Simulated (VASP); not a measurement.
# ZnS (F-43m) in VASP: further runs

Aim: see how the results for ZnS move with the level of theory and the settings. Levels: PBEsol, LDA, PBE, PBE+D3(BJ). Tasks: relaxation of cell and atoms.

All numbers are computed with VASP 6.6.1; they aren't measurements. Logs are shortened: lines on timing, memory, paths and dates and some standing lists are left out, and cuts for length are marked.

### 1 The crystal as given

It takes space group F-43m (No. 216, cubic). Conventional cell: a = 5.387 Å, b = 5.387 Å, c = 5.387 Å, α = 90.00°, β = 90.00°, γ = 90.00°. Around Zn (site symmetry -43m) lie 4 S at 2.33 Å. S (site symmetry -43m) has 4 Zn at 2.33 Å as nearest neighbours.

The cell is a database's computed one.

### 2 Relaxation of cell and atoms, PBEsol

Contents of INCAR:

```
SYSTEM = ZnS
PREC = Accurate
ENCUT = 600
EDIFF = 1E-7
ISMEAR = 0
SIGMA = 0.02
LREAL = .False.
LASPH = .True.
NELM = 60
ALGO = Normal
ISIF = 3
LWAVE = .False.
LCHARG = .False.
GGA = PS
IBRION = 2
NSW = 90
EDIFFG = -0.005
```

Contents of KPOINTS:

```
regular mesh
0
Gamma
  10 10 10
  0 0 0
```

Contents of POSCAR:

```
ZnS
1.0
    0.0000000000      2.6936828800      2.6936828800
    2.6936828800      0.0000000000      2.6936828800
    2.6936828800      2.6936828800      0.0000000000
Zn S
1 1
Direct
    0.0000000000      0.0000000000      0.0000000000
    0.7500000000      0.7500000000      0.7500000000
```

Potentials or basis: VASP PAW PBE potentials, release 64 (Zn, S).

On the command line:

```sh
cat potpaw_PBE.64/Zn/POTCAR potpaw_PBE.64/S/POTCAR > POTCAR
mpirun -np 1 vasp_std > vasp.out
```

OUTCAR:

```text
SYSTEM = ZnS
   PREC = Accurate
   ENCUT = 600
   EDIFF = 1E-7
   ISMEAR = 0
   LREAL = .False.
   LASPH = .True.
   NELM = 60
   ISIF = 3
   GGA = PS
   IBRION = 2
   NSW = 90
   EDIFFG = -0.005

 ion  position               nearest neighbor table
   1  0.000  0.000  0.000-   2 2.33   2 2.33   2 2.33   2 2.33
   2  0.750  0.750  0.750-   1 2.33   1 2.33   1 2.33   1 2.33

  LATTYP: Found a face centered cubic cell.
 ALAT       =     5.3873657600

  Lattice vectors:

 A1 = (   0.0000000000,   2.6936828800,   2.6936828800)
 A2 = (   2.6936828800,   0.0000000000,   2.6936828800)
 A3 = (   2.6936828800,   2.6936828800,   0.0000000000)

Analysis of symmetry for initial positions (statically):
=====================================================================
 Subroutine PRICEL returns:
 Original cell was already a primitive cell.

 Routine SETGRP: Setting up the symmetry group for a
 face centered cubic supercell.

 Subroutine GETGRP returns: Found 24 space group operations
 (whereof 24 operations were pure point group operations)
 out of a pool of 48 trial point group operations.

The static configuration has the point symmetry T_d .

Analysis of symmetry for dynamics (positions and initial velocities):
=====================================================================
 Subroutine PRICEL returns:
 Original cell was already a primitive cell.

 Routine SETGRP: Setting up the symmetry group for a
 face centered cubic supercell.

 Subroutine GETGRP returns: Found 24 space group operations
 (whereof 24 operations were pure point group operations)
 out of a pool of 48 trial point group operations.

The dynamic configuration has the point symmetry T_d .

 Subroutine INISYM returns: Found 24 space group operations
 (whereof 24 operations are pure point group operations),
 and found     1 'primitive' translations

----------------------------------------------------------------------------------------

                                     Primitive cell

  volume of cell :      39.0903

  direct lattice vectors                    reciprocal lattice vectors
     0.000000000  2.693682880  2.693682880    -0.185619474  0.185619474  0.185619474
     2.693682880  0.000000000  2.693682880     0.185619474 -0.185619474  0.185619474
     2.693682880  2.693682880  0.000000000     0.185619474  0.185619474 -0.185619474

  length of vectors
     3.809442862  3.809442862  3.809442862     0.321502360  0.321502360  0.321502360

  position of ions in fractional coordinates (direct lattice)
     0.000000000  0.000000000  0.000000000
     0.750000000  0.750000000  0.750000000

  ion indices of the primitive-cell ions
   primitive index   ion index
                 1           1
                 2           2

----------------------------------------------------------------------------------------

 KPOINTS: regular mesh

Automatic generation of k-mesh.
 Grid dimensions read from file:
 generate k-points for:   10   10   10

 Generating k-lattice:

  Cartesian coordinates                     Fractional coordinates (reciprocal lattice)
    -0.018561947  0.018561947  0.018561947     0.100000000  0.000000000  0.000000000
     0.018561947 -0.018561947  0.018561947     0.000000000  0.100000000  0.000000000
     0.018561947  0.018561947 -0.018561947     0.000000000  0.000000000  0.100000000

  Length of vectors
     0.032150236  0.032150236  0.032150236

  Shift w.r.t. Gamma in fractional coordinates (k-lattice)
     0.000000000  0.000000000  0.000000000

 Subroutine IBZKPT returns following result:
 ===========================================

 Found     47 irreducible k-points:

 Following reciprocal coordinates:
            Coordinates               Weight
  0.000000  0.000000  0.000000      1.000000
  0.100000  0.000000  0.000000      8.000000
  0.200000  0.000000  0.000000      8.000000
  0.300000  0.000000  0.000000      8.000000
  0.400000  0.000000  0.000000      8.000000
  0.500000  0.000000  0.000000      4.000000
[... 16 lines left out ...]
  0.300000  0.300000  0.000000      6.000000
  0.400000  0.300000  0.000000     24.000000
 [... further k-points ...]
   k-points           NKPTS =     47   k-points in BZ     NKDIM =     47   number of bands    NBANDS=     13
   number of dos      NEDOS =    301   number of ions     NIONS =      2
   total plane-waves  NPLWV =  27000
   dimension x,y,z NGX =    30 NGY =   30 NGZ =   30
   dimension x,y,z NGXF=    60 NGYF=   60 NGZF=   60
   ions per type =               1   1
   NGX,Y,Z   is equivalent  to a cutoff of  13.09, 13.09, 13.09 a.u.
   NGXF,Y,Z  is equivalent  to a cutoff of  26.18, 26.18, 26.18 a.u.
 SYSTEM =  ZnS
   PREC   = accura    normal or accurate (medium, high low for compatibility)
   ISTART =      0    job   : 0-new  1-cont  2-samecut
   ICHARG =      2    charge: 1-file 2-atom 10-const
   ISPIN  =      1    spin polarized calculation?
   LNONCOLLINEAR =      F non collinear calculations
   LSORBIT =      F    spin-orbit coupling
   LASPH  =      T    aspherical Exc in radial PAW
   ENCUT  =  600.0 eV  44.10 Ry    6.64 a.u.   7.61  7.61  7.61*2*pi/ulx,y,z
   NELM   =     60;   NELMIN=  2; NELMDL= -5     # of ELM steps
   EDIFF  = 0.1E-06   stopping-criterion for ELM
   LREAL  =      F    real-space projection
   EDIFFG = -.5E-02   stopping-criterion for IOM
   NSW    =     90    number of steps for IOM
   IBRION =      2    ionic relax: 0-MD 1-quasi-New 2-CG
   NFREE  =      1    steps in history (QN), initial steepest desc. (CG)
   ISIF   =      3    stress and relaxation
   ISYM   =      2    0-nonsym 1-usesym 2-fastsym
   POTIM  = 0.5000    time-step for ionic-motion
   TEBEG  =    0.0;   TEEND  =   0.0 temperature during run
   PSTRESS=    0.0 pullay stress
   NELECT =      18.0000    total number of electrons
   NUPDOWN=      -1.0000    fix difference up-down
   EMIN   =  10.00;   EMAX   =-10.00  energy-range for DOS
   EFERMI =   0.00;   METHOD = LEGACY
   ISMEAR =     0;   SIGMA  =   0.02  broadening in eV -4-tet -1-fermi 0-gaus
   EFERMI_NEDOS =   21; number of points for ismear=-14 and -15
   IALGO  =     38    algorithm
   IMIX   =      4    mixing-type and parameters
     AMIX     =   0.40;   BMIX     =  1.00
     AMIX_MAG =   1.60;   BMIX_MAG =  1.00
  volume/ion in A,a.u.               =      19.55       131.90
  Fermi-wavevector in a.u.,A,eV,Ry     =   1.264181  2.388955 21.744194  1.598153
  Thomas-Fermi vector in A             =   2.397499
   LORBIT       =      0    0 simple, 1 ext, 2 COOP (PROOUT), +10 PAW based schemes
   GGA     = PS    functional components
   LHFCALC =     F    Hartree Fock is set to
   AEXX    =    0.0000 exact exchange contribution
   IVDW    =     0    specifies the selected vdW correction
   LEPSILON=     F    determine dielectric tensor
   LRPA    =     F    only Hartree local field effects (RPA)
 conjugate gradient relaxation of ions
 non-spin polarized calculation
 Gauss-broadening in eV      SIGMA  =   0.02
  energy-cutoff  :      600.00
  volume of cell :       39.09
 maximum number of plane-waves:      1326
   NGX = 15   NGY = 15   NGZ = 15

--------------------------------------- Ionic step        1  -------------------------------------------

 number of electron      18.0000017 magnetization

 Free energy of the ion-electron system (eV)
  ---------------------------------------------------
  ext. energy  EPLUGINS =         0.00000000
  ---------------------------------------------------
  free energy    TOTEN  =        -7.58721197 eV

  energy without entropy =       -7.58721197  energy(sigma->0) =       -7.58721197

------------------------ aborting loop because EDIFF is reached ----------------------------------------

  FORCE on cell =-STRESS in cart. coord.  units (eV):
  Direction    XX          YY          ZZ          XY          YZ          ZX
  --------------------------------------------------------------------------------------
  -------------------------------------------------------------------------------------
  Total       -0.2738161     -0.2738161     -0.2738161     -0.0000000      0.0000000     -0.0000000
  in kB      -11.2227737    -11.2227737    -11.2227737     -0.0000000      0.0000000     -0.0000000
  external PRESSURE =     -11.2227737 kB  Pullay stress =       0.0000000 kB

 VOLUME and BASIS-vectors are now :
 -----------------------------------------------------------------------------
  energy-cutoff  :      600.00
  volume of cell :       39.09
      direct lattice vectors                 reciprocal lattice vectors
     0.000000000  2.693682880  2.693682880    -0.185619474  0.185619474  0.185619474
     2.693682880  0.000000000  2.693682880     0.185619474 -0.185619474  0.185619474
     2.693682880  2.693682880  0.000000000     0.185619474  0.185619474 -0.185619474
[... 37 lines left out ...]
 POSITION                                       TOTAL-FORCE (eV/Angst)
 -----------------------------------------------------------------------------------
      5.35178      5.35178      5.35178         0.000000      0.000000      0.000000
      4.01384      4.01384      4.01384        -0.000000     -0.000000     -0.000000
 -----------------------------------------------------------------------------------
    total drift:                               -0.000000     -0.000000     -0.000000

  FREE ENERGIE OF THE ION-ELECTRON SYSTEM (eV)
  ---------------------------------------------------
  free  energy   TOTEN  =        -7.5890073479 eV

  energy  without entropy=       -7.5890073479  energy(sigma->0) =       -7.58900735

--------------------------------------- Ionic step        3  -------------------------------------------

 number of electron      18.0000011 magnetization

 Free energy of the ion-electron system (eV)
  ---------------------------------------------------
  ext. energy  EPLUGINS =         0.00000000
  ---------------------------------------------------
  free energy    TOTEN  =        -7.58925636 eV

  energy without entropy =       -7.58925636  energy(sigma->0) =       -7.58925636

 E-fermi :   2.3490     XC(G=0):  -9.9632

 val. band max:        2.2405984961   @ k =   0.0000   0.0000   0.0000
 cond. band min:       4.3233384153   @ k =   0.0000   0.0000   0.0000
 fundamental gap:      2.0827399192
 Fermi energy:         2.3490155660

 k-point     1 :       0.0000    0.0000    0.0000
  band No.  band energies     occupation
      1     -11.0861      2.00000
      2      -4.2317      2.00000
      3      -4.2317      2.00000
      4      -4.2317      2.00000
      5      -3.7036      2.00000
      6      -3.7036      2.00000
      7       2.2406      2.00000
      8       2.2406      2.00000
      9       2.2406      2.00000
     10       4.3233      0.00000
     11       8.5312      0.00000
     12       8.5312      0.00000
     13       8.5312      0.00000

 k-point     2 :       0.1000    0.0000    0.0000
  band No.  band energies     occupation
      1     -11.0061      2.00000
      2      -4.2343      2.00000
      3      -4.2172      2.00000
      4      -4.2172      2.00000
      5      -3.7051      2.00000
      6      -3.7051      2.00000
      7       1.4168      2.00000
      8       2.1373      2.00000
      9       2.1373      2.00000
     10       4.9511      0.00000
     11       8.4435      0.00000
[... 339 lines left out ...]
 k-point    24 :       0.4000    0.3000    0.0000
  band No.  band energies     occupation
      1     -10.0636      2.00000
      2      -4.2759      2.00000
      3      -3.9728      2.00000
      4      -3.9648      2.00000
      5      -3.6833      2.00000
      6      -3.6424      2.00000
      7      -1.6147      2.00000
      8       0.1468      2.00000
      9       0.3699      2.00000
     10       6.1186      0.00000
     11       6.8697      0.00000
     12      10.9820      0.00000
     13      11.9656      0.00000

 [... further k-points ...]

------------------------ aborting loop because EDIFF is reached ----------------------------------------

  FORCE on cell =-STRESS in cart. coord.  units (eV):
  Direction    XX          YY          ZZ          XY          YZ          ZX
  --------------------------------------------------------------------------------------
  -------------------------------------------------------------------------------------
  Total        0.0034623      0.0034623      0.0034623      0.0000000     -0.0000000      0.0000000
  in kB        0.1440265      0.1440265      0.1440265      0.0000000     -0.0000000      0.0000000
  external PRESSURE =       0.1440265 kB  Pullay stress =       0.0000000 kB

 VOLUME and BASIS-vectors are now :
 -----------------------------------------------------------------------------
  energy-cutoff  :      600.00
  volume of cell :       38.51
      direct lattice vectors                 reciprocal lattice vectors
     0.000000000  2.680395545  2.680395545    -0.186539633  0.186539633  0.186539633
     2.680395545  0.000000000  2.680395545     0.186539633 -0.186539633  0.186539633
     2.680395545  2.680395545 -0.000000000     0.186539633  0.186539633 -0.186539633

 POSITION                                       TOTAL-FORCE (eV/Angst)
 -----------------------------------------------------------------------------------
      0.00000      0.00000      0.00000         0.000000      0.000000      0.000000
      4.02059      4.02059      4.02059        -0.000000     -0.000000     -0.000000
 -----------------------------------------------------------------------------------
    total drift:                               -0.000000     -0.000000     -0.000000

  FREE ENERGIE OF THE ION-ELECTRON SYSTEM (eV)
  ---------------------------------------------------
  free  energy   TOTEN  =        -7.5892563631 eV

  energy  without entropy=       -7.5892563631  energy(sigma->0) =       -7.58925636

 reached required accuracy - stopping structural energy minimisation
```

It took 26 s on 1 thread of AMD EPYC 9R45 (Zen 5), shared host; peak memory 0.16 GiB.

What came out:

* Free energy: -7.5893 eV
* Relaxed volume: 19.26 Å³/atom
* Relaxed cell: a = 3.791 Å, b = 3.791 Å, c = 3.791 Å, α = 60.00°, β = 60.00°, γ = 60.00°
* Space group after relaxing (to 0.05 Å): F-43m (No. 216)
* Energy gained by relaxing: 1.0 meV/atom
* Ionic steps: 3
* Pressure after relaxing: 0.0 GPa
* Band gap on the k mesh: 2.08 eV, direct

The path:
```csv
step,energy change (eV),largest force (eV/Å),pressure (GPa),volume (Å³)
1,0.0000,0.0000,-1.12,39.09
2,-0.0018,0.0000,0.39,38.32
3,-0.0020,0.0000,0.01,38.51
```

Final structure:
```cif
data_structure
_symmetry_space_group_name_H-M 'P 1'
_symmetry_Int_Tables_number 1
_cell_length_a 3.7907
_cell_length_b 3.7907
_cell_length_c 3.7907
_cell_angle_alpha 60.000
_cell_angle_beta 60.000
_cell_angle_gamma 60.000
_cell_volume 38.51
loop_
_atom_site_label
_atom_site_type_symbol
_atom_site_fract_x
_atom_site_fract_y
_atom_site_fract_z
_atom_site_occupancy
Zn1 Zn 0.00000 0.00000 0.00000 1
S1 S 0.75000 0.75000 0.75000 1
```

Caveat: the PAW data sets were made with another functional, which shifts forces and pressure a little.

(Part 1 of 2 ends here.)
